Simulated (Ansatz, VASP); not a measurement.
## Ta in VASP and in Ansatz

The input INCAR:

```
SYSTEM = Ta
  PREC = Accurate
  ENCUT = 520
  EDIFF = 1E-6
  ISMEAR = -1
  SIGMA = 0.08
  LREAL = .FALSE.
  LASPH = .TRUE.
  NELM = 100
  ALGO = Normal
  ISIF = 2
  LWAVE = .FALSE.
  LCHARG = .TRUE.
  GGA = PE
  LELF = .TRUE.
  LVHAR = .TRUE.
  NBANDS = 18
```

KPOINTS

```
regular mesh
0
G
  12 12 12
  0 0 0
```

POSCAR

```
Ta
1.0
    3.3195547170      0.0000000000      0.0000000000
    0.0000000000      3.3195547170      0.0000000000
    0.0000000000      0.0000000000      3.3195547170
Ta
2
Direct
    0.0000000000      0.0000000000      0.0000000000
    0.5000000000      0.5000000000      0.5000000000
```

Input for Ansatz:

```yaml
crystal:
  lattice:
    - [3.319554717, 0.0, 0.0]
    - [0.0, 3.319554717, 0.0]
    - [0.0, 0.0, 3.319554717]
  atoms:
    - { symbol: Ta, position: [0.0, 0.0, 0.0] }
    - { symbol: Ta, position: [0.5, 0.5, 0.5] }
kpoints:
  mp_grid: { grid: [12, 12, 12] }
scf:
  occupations: { method: fermi_dirac, width: 0.08 }
hamiltonian:
  xc: pbe
  pseudopotentials: { kind: paw }
output:
  forces: true
  stress: true
  eigenvalues: true
  write_density: true
  write_potential: true
  elf: true
  volumetric_format: npy
```

Alike in both runs: task single point; functional PBE; k mesh 12 × 12 × 12; occupations fermi-dirac, width 0.08 eV; no spin polarisation.

|  | VASP | Ansatz |
| --- | --- | --- |
| version | VASP 6.6.1 | Ansatz 0.2.0 |
| potentials or method | VASP PAW PBE potentials, release 64 (Ta_pv) | PAW with Ansatz's default frozen-core files, scalar-relativistic |
| plane-wave cutoff (eV) | 520 | 420 |
| valence electrons in the cell | 22 | 26 |

VASP gave:

| Item | Value |
| --- | --- |
| pressure (GPa) | 0.1 |

Q: What did Ansatz give for the same quantities?

A: Pressure (GPa): 0.0.

The functional is the same, so the differences come from potentials, cutoffs and numerics. The two sets of potentials don't hold the same shells in valence.

The runs have no spin-orbit coupling, so splittings on Ta are missing.
